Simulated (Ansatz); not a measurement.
The system is In2O3.

```
In O
1.0
     2.74350    1.58396    4.83667
    -2.74350    1.58396    4.83667
     0.00000   -3.16792    4.83667
In O
4 6
Cartesian
  0.0000 0.0000 12.4396
  0.0000 0.0000 9.3254
  0.0000 0.0000 2.0704
  0.0000 0.0000 5.1846
  -1.9259 -0.1679 6.0458
  0.8176 1.7519 6.0458
  1.1084 -1.5840 6.0458
  1.9259 0.1679 8.4642
  -0.8176 -1.7519 8.4642
  -1.1084 1.5840 8.4642
```

Base run:

| Item | Value |
| --- | --- |
| Program | Ansatz 0.2.0 |
| Functional | PBEsol |
| Potentials or basis | Ansatz PAW |
| Cutoff | 420 eV |
| Density cutoff | 1680 eV |
| k mesh | 6 × 6 × 6 |
| Occupations | fermi-dirac, width 0.05 eV |
| Spin | no spin polarisation |

Its results: band gap on the k mesh 1.20 eV, indirect (least direct gap 1.25 eV); pressure 2.0 GPa; largest force 0.158 eV/Å.

Q: After a change of settings the same cell gave: band gap on the k mesh 1.89 eV, indirect (least direct gap 1.91 eV); pressure 2.1 GPa; largest force 0.131 eV/Å. Which change was it?
A. functional from PBEsol to LDA; occupations from fermi-dirac, width 0.05 eV to fixed; potential files from those of the base run to others of the same set
B. spin from no spin polarisation to spin-orbit coupling, no magnetisation; potential files from those of the base run to others of the same set
C. functional from PBEsol to r2SCAN; cutoff from 420 eV to 500 eV; density cutoff from 1680 eV to 2000 eV; occupations from fermi-dirac, width 0.05 eV to fixed; potential files from those of the base run to others of the same set

A: C.

Caveats: spin-orbit coupling is left out, which moves the levels of the heavy elements; the PAW data sets come from PBE, with cores solved anew for the run's functional, which leaves a small shift of forces and pressure.

Not every run made on this cell is shown here.
